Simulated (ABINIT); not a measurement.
A run of ABINIT 10.8.3 (patched build):

The input run.abi:

```
# Datasets: one volume each
ndtset 7
getwfk -1
scalecart1 3*0.9795861087
scalecart2 3*0.9864848297
scalecart3 3*0.9932883884
scalecart4 3*1.0000000000
scalecart5 3*1.0066227096
scalecart6 3*1.0131594038
scalecart7 3*1.0196128224

# Pseudopotentials
pp_dirpath "./"
pseudos "Nb.GGA_PBE-JTH.xml"

# Structure
acell 2.9910616844 2.9910616844 2.9910616844 Angstrom
rprim
     0.0000000000     0.7071067812     0.7071067812
     0.7071067812     0.0000000000     0.7071067812
     0.7071067812     0.7071067812     0.0000000000
ntypat 1
znucl 41
natom 1
typat 1
xred
     0.0000000000     0.0000000000     0.0000000000

# Plane-wave basis
ecut 19.0
pawecutdg 38.0

# k points
kptopt 1
ngkpt 11 11 11
nshiftk 1
shiftk 0.0 0.0 0.0

# Exchange and correlation
ixc -263267
usekden 1
pawxcdev 0

# Bands and occupations
nband 11
occopt 3
tsmear 0.05 eV

# SCF cycle
nstep 100
tolvrs 1.0e-7

# Output
iomode 3
prtwf 1
prtden 0
prteig 0
prtebands 0
enunit 2
```

Potentials or basis: JTH PAW PBE v2.0.

Launch:

```console
$ abinit run.abi > log 2>&1
```

Hardware: 1 thread of Arm Neoverse V1, on a shared host.

Question: How long does it take, and how much memory?

Answer: Wall time 3.6 min on 1 thread of Arm Neoverse V1, with other jobs on the host, peak memory 0.14 GiB. Counts: scf iterations 57, mpi ranks 1, k points 56, bands 11, plane waves 495.
